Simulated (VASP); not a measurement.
# CdTe in VASP: how settings move the PBE single point

The PBE single point of CdTe built on the zincblende prototype, under -3.0 % strain along z alone is repeated with altered inputs. Which of them can be trusted?

Code: VASP 6.6.1. PAW datasets, plane waves. (Simulation; spin polarisation is off.)

## 1. The system as given

The cell comes from an earlier relaxation with r2SCAN in another program, then strained, with the atoms relaxed again.

Space group I-4m2 (No. 119), tetragonal; conventional cell a = 4.639 Å, c = 6.363 Å, 34.23 Å³ an atom. Near Cd stand 4 Te at 2.81 Å; near Te stand 4 Cd at 2.81 Å.

As a file:

```
CELL_PARAMETERS angstrom
0.00000 3.27996 3.18156
3.27996 0.00000 3.18156
3.27996 3.27996 0.00000
ATOMIC_POSITIONS crystal
Cd 0.00000 0.00000 0.00000
Te 0.25000 0.25000 0.25000
```

## 2. Baseline

Input file INCAR:

```
ENCUT = 520.000000
SIGMA = 0.020000
EDIFF = 1.00e-07
GGA = PE
PREC = Accurate
IBRION = -1
ISIF = 2
ISMEAR = -1
NBANDS = 16
NELM = 120
NSW = 0
LASPH = .TRUE.
LCHARG = .TRUE.
LELF = .TRUE.
LWAVE = .FALSE.
LREAL = .FALSE.
```

Input file KPOINTS:

```
KPOINTS created by Atomic Simulation Environment
0
Gamma
6 6 6
0 0 0
```

Input file POSCAR:

```
Cd Te
 1.0000000000000000
     0.0000000000000000    3.2799551162000000    3.1815564627000001
     3.2799551162000000    0.0000000000000000    3.1815564627000001
     3.2799551162000000    3.2799551162000000    0.0000000000000000
 Cd  Te
   1   1
Cartesian
  0.0000000000000000  0.0000000000000000  0.0000000000000000
  1.6399775581000000  1.6399775581000000  1.5907782313500001
```

A file KPOINTS_OPT adds named points for the levels; it doesn't enter the self-consistent loop.

Potentials: the recommended PBE PAW datasets, 18 valence electrons.

Launch:

```
$ mpirun -np 1 vasp_std
```

## 3. Altered input 1

INCAR, as its differences from that of step 2:

```diff
@@ -12,5 +12,6 @@
 LASPH = .TRUE.
-LCHARG = .TRUE.
-LELF = .TRUE.
+LCHARG = .FALSE.
 LWAVE = .FALSE.
 LREAL = .FALSE.
+NELECT = 18.5
+NELMIN = 4
```

KPOINTS is that of step 2.

POSCAR is that of step 2.

## 4. Altered input 2

INCAR, as its differences from that of step 2:

```diff
@@ -12,5 +12,10 @@
 LASPH = .TRUE.
-LCHARG = .TRUE.
-LELF = .TRUE.
+LCHARG = .FALSE.
 LWAVE = .FALSE.
 LREAL = .FALSE.
+LDAU = .TRUE.
+LDAUTYPE = 2
+LDAUL = 2 -1
+LDAUU = 2.0 0
+LDAUJ = 0 0
+LMAXMIX = 4
```

KPOINTS is that of step 2.

POSCAR is that of step 2.

## 5. Altered input 3

Input file INCAR:

```
ENCUT = 520.000000
SIGMA = 0.020000
EDIFF = 1.00e-07
PREC = Accurate
IBRION = -1
ISIF = 2
ISMEAR = -1
NBANDS = 16
NSW = 0
LASPH = .TRUE.
LCHARG = .FALSE.
LWAVE = .FALSE.
LREAL = .FALSE.
METAGGA = RTPSS
NELM = 59
```

KPOINTS is that of step 2.

POSCAR is that of step 2.

## 6. Altered input 4

Input file INCAR:

```
ENCUT = 520.000000
SIGMA = 0.020000
EDIFF = 1.00e-07
GGA = PE
PREC = Accurate
IBRION = -1
ISIF = 2
ISMEAR = -1
NBANDS = 16
NSW = 0
LASPH = .TRUE.
LCHARG = .FALSE.
LWAVE = .FALSE.
LREAL = .FALSE.
NELM = 96
NELECT = 14
```

KPOINTS is that of step 2.

POSCAR is that of step 2.

What does the calculation give? Wanted: for each run, changed; ending; energy change; pressure; electronic steps; usable.

**Answer**, as computed:

| run | changed | ending | energy change (meV/atom) | pressure (GPa) | gap on the mesh (eV; negative: overlap) | electronic steps | time | usable |
| --- | --- | --- | --- | --- | --- | --- | --- | --- |
| ref. | – | converged | 0 | 2.4 | 0.69 | 15 | 38 s | yes |
| 1 | NELECT = 18.5, NELMIN = 4 | converged | – | 14.3 | – | 13 | 32 s | no |
| 2 | LDAU = .TRUE., LDAUTYPE = 2, LDAUL = 2 -1, LDAUU = 2.0 0, LDAUJ = 0 0, LMAXMIX = 4 | converged | – | 2.4 | 0.78 | 14 | 34 s | yes |
| 3 | METAGGA = RTPSS, NELM = 59 | converged | – | 1.2 | 0.91 | 18 | 2.2 min | yes |
| 4 | NELECT = 14 | converged | – | -70.0 | -1.49 | 15 | 36 s | no |

What this shows: Of 4 altered inputs, 2 ended normally on a faulty or unsound input, 2 gave usable results.
